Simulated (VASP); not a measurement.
Write the native input for VASP 6.6.1 that does the following.

- Task: single point
- Functional: LDA
- Potentials or basis: VASP PAW LDA potentials, release 64 (K_sv, Br)
- Cutoff: 520 eV
- k mesh: 6 × 6 × 6
- Occupations: gaussian, width 0.05 eV
- Spin: no spin polarisation
- Dipole correction: no
- Further INCAR settings: ALGO = Normal; EDIFF = 1e-06; NBANDS = 15

The structure of KBr lies in POSCAR:

```
KBr
1.0
    4.0434990000      0.0000000000      0.0000000000
    0.0000000000      4.0434990000      0.0000000000
    0.0000000000      0.0000000000      4.0434990000
K Br
1 1
Direct
    0.0000000000      0.0000000000      0.0000000000
    0.5000000000      0.5463707299      0.5000000000
```

Measurements of this composition are mostly on another form, of space group No. 225.

The cell isn't the ideal one: all Br atoms moved +0.188 Å, as atom 2 along Cartesian [0 1 0].

These files were run (other wordings do the same):

INCAR

```
ALGO     = Normal         # electronic algorithm
EDIFF    = 1E-6           # SCF threshold, eV
ENCUT    = 520            # plane-wave cutoff, eV
ISIF     = 2              # what is computed and relaxed
ISMEAR   = 0              # smearing method
LASPH    = T              # aspherical terms in the spheres
LCHARG   = F              # write CHGCAR
LREAL    = F              # projectors in reciprocal space
LWAVE    = F              # write WAVECAR
NBANDS   = 15             # bands
NELM     = 100            # most SCF steps
PREC     = Accurate       # precision mode
SIGMA    = 0.05           # smearing width, eV
```

KPOINTS

```
k-points
0
Gamma
  6 6 6
```

Potentials or basis: VASP PAW LDA potentials, release 64 (K_sv, Br).

Run with:

```sh
$ cat potpaw_LDA.64/K_sv/POTCAR potpaw_LDA.64/Br/POTCAR > POTCAR
$ mpirun -np 1 vasp_std > vasp.out
```

Results of the run:

```json
{
 "Pressure": "-2.5 GPa",
 "Largest force": "0.057 eV/Å",
 "Band gap on the k mesh": "3.49 eV, indirect (least direct gap 3.76 eV)"
}
```

It took 13 s on 1 thread of Intel(R) Xeon(R) 6975P-C (Granite Rapids), with other jobs on the host, peak memory 0.17 GiB.
